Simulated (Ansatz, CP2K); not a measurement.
# CP2K on rock-salt ZrC, displaced supercell (64 atoms): settings against a plane-wave reference, part 3 of 3

Aim: run rock-salt ZrC, displaced supercell (64 atoms) in CP2K and see how near its forces come to a plane-wave reference, and at what cost.

Program: CP2K 2026.2; the method stands at each step. Banners, paths, timers and routine set-up lines are dropped from the logs unmarked, and long logs keep their key lines alone; longer cuts are marked.

So far, slope of forces against the reference's: step 2 (PBE, DZVP-MOLOPT-SR, 600/50 Ry, diagonalisation) 1.00; step 3 (PBE D4, setting disp d4) 0.998; step 4 (revPBE PBE, setting form xyz, setting xc revpbe) 0.996.

### Step 8. RPBE, PBE potentials, DZVP-MOLOPT-SR, 600/50 Ry, diagonalisation

Method: Kohn-Sham DFT, RPBE, GTH-PBE pseudopotentials, Gaussian and plane waves, DZVP-MOLOPT-SR-GTH, diagonalisation.

The input, input.inp:

```
&GLOBAL
  PROJECT cell
  RUN_TYPE ENERGY_FORCE
  PRINT_LEVEL LOW
&END GLOBAL
&FORCE_EVAL
  METHOD QS
  STRESS_TENSOR ANALYTICAL
  &DFT
    BASIS_SET_FILE_NAME BASIS_MOLOPT
    POTENTIAL_FILE_NAME GTH_POTENTIALS
    &MGRID
      CUTOFF 600
      REL_CUTOFF 50
      NGRIDS 5
    &END MGRID
    &QS
      EPS_DEFAULT 1.0E-12
    &END QS
    &SCF
      SCF_GUESS ATOMIC
      EPS_SCF 1.0E-06
      MAX_SCF 200
      ADDED_MOS 41
      &DIAGONALIZATION
        ALGORITHM STANDARD
      &END DIAGONALIZATION
      &SMEAR ON
        METHOD FERMI_DIRAC
        ELECTRONIC_TEMPERATURE [K] 580
      &END SMEAR
      &MIXING
        METHOD BROYDEN_MIXING
        ALPHA 0.15
        NBROYDEN 8
      &END MIXING
      &PRINT
        &RESTART OFF
        &END RESTART
      &END PRINT
    &END SCF
    &XC
      &XC_FUNCTIONAL
        &GGA_X_RPBE
        &END GGA_X_RPBE
        &GGA_C_PBE
        &END GGA_C_PBE
      &END XC_FUNCTIONAL
    &END XC
    &PRINT
      &MULLIKEN ON
      &END MULLIKEN
      &HIRSHFELD ON
        SHAPE_FUNCTION DENSITY
      &END HIRSHFELD
      &MO ON
        EIGENVALUES T
        OCCUPATION_NUMBERS T
        MO_INDEX_RANGE 245 268
        &EACH
          QS_SCF 0
        &END EACH
        ADD_LAST NUMERIC
      &END MO
    &END PRINT
  &END DFT
  &SUBSYS
    &CELL
      A 9.39600 0.00000 0.00000
      B 0.00000 9.39600 0.00000
      C 0.00000 0.00000 9.39600
    &END CELL
    &COORD
      SCALED
[... 64 atom lines left out: the same atoms as in the first run ...]
    &END COORD
    &KIND Zr
      BASIS_SET DZVP-MOLOPT-SR-GTH-q12
      POTENTIAL GTH-PBE-q12
    &END KIND
    &KIND C
      BASIS_SET DZVP-MOLOPT-SR-GTH-q4
      POTENTIAL GTH-PBE-q4
    &END KIND
  &END SUBSYS
  &PRINT
    &FORCES ON
    &END FORCES
    &STRESS_TENSOR ON
    &END STRESS_TENSOR
  &END PRINT
&END FORCE_EVAL
```

Command:

```console
$ OMP_NUM_THREADS=1 mpirun -np 4 cp2k.psmp -i input.inp > output.txt
```

Numbers of over 12 decimals in the logs are rounded to 6 here.

The log of the run:

```text
CP2K| version string:                                       CP2K version 2026.2
 CP2K| Input file name                                                 input.inp
 GLOBAL| Basis set file name                                        BASIS_MOLOPT
 GLOBAL| Potential file name                                      GTH_POTENTIALS
[... lines left out ...]
 Number of electrons:                                                        512
[... lines left out ...]
  Step     Update method      Time    Convergence         Total energy    Change
[... lines left out ...]
  *** SCF run converged in    20 steps ***
[... lines left out ...]
  Fermi energy:                                                 0.437058
  Total energy:                                             -1692.426637
  Total energy (extrapolated to T->0):                      -1692.421065
[... lines left out ...]
 MO| E(Fermi):            0.437058 a.u.         11.892940 eV
[... lines left out ...]
 ENERGY| Total FORCE_EVAL ( QS ) energy [hartree]          -1692.426603
[... lines left out ...]
 FORCES|      1  1.11933310E-02 -4.16528583E-03 -9.47088586E-04   1.19807029E-02
 FORCES|      2 -3.90406467E-03 -2.94260431E-03  6.62411744E-03   8.23283505E-03
 FORCES|      3 -1.10266787E-03  1.93848795E-02 -7.29835421E-03   2.07425988E-02
[...]
FORCES|     63 -1.29960736E-02  2.59871860E-02 -1.14428625E-02   3.12277259E-02
 FORCES|     64  1.03280828E-02 -1.06012546E-02 -1.91953045E-03   1.49244930E-02
 FORCES| Sum    -1.73930953E-04  1.72348057E-04 -2.93844411E-04
 FORCES| Total atomic force                                       3.82492309E-04
 STRESS| Analytical stress tensor [bar]
 STRESS|                        x                   y                   z
 STRESS|      x        2.77935116290E+04   1.43579576246E+03  -1.56077715506E+03
 STRESS|      y        1.43579576246E+03   3.15871006855E+04   7.14027301757E+02
 STRESS|      z       -1.56077715506E+03   7.14027301757E+02   2.78161565128E+04
 STRESS| 1/3 Trace                                             2.90655896091E+04
```

Run time: 3.5 min. Hardware: 4 MPI ranks of Arm Neoverse V2, shared host; peak memory 5.7 GiB; 14 min of CPU time.

Against the reference:

```
r.m.s. force component                  : 0.7779 eV/Å
r.m.s. difference of force components   : 20.18 meV/Å
longest difference of force vectors     : 62.53 meV/Å
force difference over r.m.s. force      : 2.578 %
slope of forces against the reference's : 0.9936
correlation of force components         : 0.9997
pressure                                : 2.907 GPa
pressure difference                     : 1.165 GPa
```

Against the first run (1.0 %), the force difference from the reference is 2.6 %, at 1.00 times the CPU time; the model has changed, so this is no error of the program alone.

### Step 9. Side by side

Differences are against the plane-wave reference, forces as r.m.s. over components; share is that over the reference's r.m.s. force, slope the least-squares factor from reference forces to these. Total energies of different programs have different zeros and aren't compared.

| run | Δ force, r.m.s. (meV/Å) | share (%) | slope | Δ pressure (GPa) | cores | CPU time | memory (GiB) |
| --- | --- | --- | --- | --- | --- | --- | --- |
| reference | - | - | - | - | 4 | 29 s | 1.0 |
| CP2K PBE, DZVP-MOLOPT-SR, 600/50 Ry, diagonalisation | 8.05 | 1.03 | 1.000 | -1.27 | 4 | 14 min | 5.6 |
| CP2K PBE+D4, DZVP-MOLOPT-SR, 600/50 Ry, diagonalisation | 10.7 | 1.37 | 0.998 | -4.63 | 4 | 14 min | 5.7 |
| CP2K revPBE, PBE potentials, DZVP-MOLOPT-SR, 600/50 Ry, diagonalisation | 15.4 | 1.97 | 0.996 | 0.471 | 4 | 14 min | 5.7 |
| CP2K PBE, SZV-MOLOPT-SR, 600/50 Ry, diagonalisation (coarse) | 144 | 18.4 | 0.993 | -16.5 | 1 | 4.3 min | 2.1 |
| CP2K PBE, DZVP-MOLOPT-SR, 210/50 Ry, diagonalisation (coarse) | 23.4 | 2.99 | 1.002 | -1.28 | 2 | 12 min | 1.5 |
| CP2K PBE, DZVP-MOLOPT-SR, 300/50 Ry, diagonalisation (coarse) | 10.6 | 1.35 | 1.001 | -1.27 | 2 | 14 min | 1.8 |
| CP2K RPBE, PBE potentials, DZVP-MOLOPT-SR, 600/50 Ry, diagonalisation | 20.2 | 2.58 | 0.994 | 1.16 | 4 | 14 min | 5.7 |

Rows marked coarse were listed beforehand as settings not expected to be converged; some can still land near the reference.

CPU time is summed over cores on a shared host, where runs went side by side, so it is rough. Symmetry, cutoffs, thresholds, outputs and thread counts weren't matched or tuned between programs; memory under MPI is the largest rank's times the ranks.

Mean charges by element (e), by run and scheme:

| run | scheme | Zr | C |
| --- | --- | --- | --- |
| reference | Löwdin | +0.70 | -0.65 |
| CP2K PBE, DZVP-MOLOPT-SR, 600/50 Ry, diagonalisation | Mulliken | +0.25 | -0.25 |
| CP2K PBE, DZVP-MOLOPT-SR, 600/50 Ry, diagonalisation | Hirshfeld | +0.28 | -0.28 |
| CP2K PBE+D4, DZVP-MOLOPT-SR, 600/50 Ry, diagonalisation | Mulliken | +0.25 | -0.25 |
| CP2K PBE+D4, DZVP-MOLOPT-SR, 600/50 Ry, diagonalisation | Hirshfeld | +0.28 | -0.28 |
| CP2K revPBE, PBE potentials, DZVP-MOLOPT-SR, 600/50 Ry, diagonalisation | Mulliken | +0.27 | -0.27 |
| CP2K revPBE, PBE potentials, DZVP-MOLOPT-SR, 600/50 Ry, diagonalisation | Hirshfeld | +0.28 | -0.28 |
| CP2K RPBE, PBE potentials, DZVP-MOLOPT-SR, 600/50 Ry, diagonalisation | Mulliken | +0.28 | -0.28 |
| CP2K RPBE, PBE potentials, DZVP-MOLOPT-SR, 600/50 Ry, diagonalisation | Hirshfeld | +0.28 | -0.28 |

The reference's Löwdin charges lack the electrons that the projection spills, 0.021 e an atom on average.

Within one program, basis, potentials and functional, energies share a zero. Each run against its twin at the usual cutoff or grid and solver:

| run | twin | Δ energy (meV/atom) | Δ force, r.m.s. (meV/Å) | CPU time over the twin's |
| --- | --- | --- | --- | --- |
| CP2K PBE, DZVP-MOLOPT-SR, 210/50 Ry, diagonalisation | DZVP-MOLOPT-SR, 600/50 Ry, diagonalisation | -0.0403 | 22.4 | 0.86 (this twin ran on 4 cores) |
| CP2K PBE, DZVP-MOLOPT-SR, 300/50 Ry, diagonalisation | DZVP-MOLOPT-SR, 600/50 Ry, diagonalisation | -0.027 | 6.28 | 0.97 (this twin ran on 4 cores) |

### Step 10. Results

```json
{"nearest in forces": "CP2K PBE, DZVP-MOLOPT-SR, 600/50 Ry, diagonalisation, 1.0 %", "its CPU time": "14 min"}
```

In words: The PBE run in local orbitals, coarse settings apart, differs by 1.0 % (CP2K PBE, DZVP-MOLOPT-SR, 600/50 Ry, diagonalisation); basis, grid and potentials can all enter. Rows with another functional or a dispersion term differ by 1.4 % (CP2K PBE+D4, DZVP-MOLOPT-SR, 600/50 Ry, diagonalisation) to 2.6 % (CP2K RPBE, PBE potentials, DZVP-MOLOPT-SR, 600/50 Ry, diagonalisation), which mixes the change of model with differences of basis and potentials, some of them made for another functional. Runs with settings chosen to be coarse differ by 1.3 % (CP2K PBE, DZVP-MOLOPT-SR, 300/50 Ry, diagonalisation) to 18 % (CP2K PBE, SZV-MOLOPT-SR, 600/50 Ry, diagonalisation), their programs' other errors included. None of the electronic-structure runs in the table takes under half the reference's CPU time of 29 s; they take 8.9 to 30 times as much. In pressure, CP2K PBE, SZV-MOLOPT-SR, 600/50 Ry, diagonalisation misses by -16.5 GPa, at the same functional. Charges hang on scheme and program or settings: among these rows the mean for Zr runs from +0.25 to +0.70 e. The reference's pressure of 1.7 GPa belongs to a cell and atoms that aren't relaxed at this level. The electronic-structure runs sample only Γ, in a cell whose shortest periodic width is 9 Å, which is coarse for a cell with partly filled levels.

[Also dropped from logs without a mark: logging warnings of Python, and SIESTA's first energy breakdown and zero terms.]

[Logs are printed without paths, hosts, clocks, repeated set-up lines and the standing remarks that a program may print on its own settings, such as how far it seeks lower states.]

[Hosts, paths, dates, database ids (printed as entryN), source tags and the programs' standing remarks are cut or masked in the printed files.]
